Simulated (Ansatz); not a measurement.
## Bi under changes of volume

One of the cells (35.070 Å³/atom); the others are scaled copies at fixed shape and fractional positions:

```
Bi
1.0
     2.26750    1.30914    3.93800
    -2.26750    1.30914    3.93800
     0.00000   -2.61828    3.93800
Bi
2
Direct
  0.76600 0.76600 0.76600
  0.23400 0.23400 0.23400
```

```yaml
Program: Ansatz 0.2.0
Functional: LDA
Potentials_or_basis: all-electron LAPW, scalar-relativistic
Cutoff: 214 eV (chosen from the basis error)
Basis_error_allowed: 0.001 eV/atom
k_mesh: 7 × 7 × 7
Occupations: fermi-dirac, width 0.05 eV
Spin: no spin polarisation
```

```csv
volume (Å³/atom),energy over the lowest point (meV/atom),pressure (GPa),gap on the mesh (eV),largest force (eV/Å)
32.965,4.80,1.7,0.30,0.344
33.667,0.00,0.5,0.29,0.238
34.368,0.24,-0.6,0.28,0.140
35.070,5.02,-1.6,0.27,0.048
35.771,13.82,-2.4,0.26,0.038
36.472,?,?,?,?
37.174,41.74,-3.9,0.24,0.193
```

What does the run at 36.472 Å³/atom give?

Energy over the lowest point 26.20 meV/atom; pressure -3.2 GPa; gap on the mesh 0.25 eV; largest force 0.118 eV/Å.

Worked out: A Birch-Murnaghan fit of order 3 (a polynomial in V^(-2/3)) to the other rows has its minimum at 33.98 Å³/atom with B0 = V·E''(V) = 53 GPa and B' = 4.6 at fixed shape and positions, which overstates the stiffness. It gives 26.17 meV/atom at 36.472 Å³/atom, against the run's 26.20, and -dE/dV = -3.2 GPa, against -3.2. A straight line through the other rows of the gap, of slope -0.499 eV per unit of ln V, gives 0.25 eV, against the run's 0.25.

Energies are extrapolated to zero smearing.

Caveats: spin-orbit coupling is left out, which as a rule narrows the gap of such compounds by several tenths of an eV; an odd mesh through Γ misses points on the zone boundary, where band edges often lie.
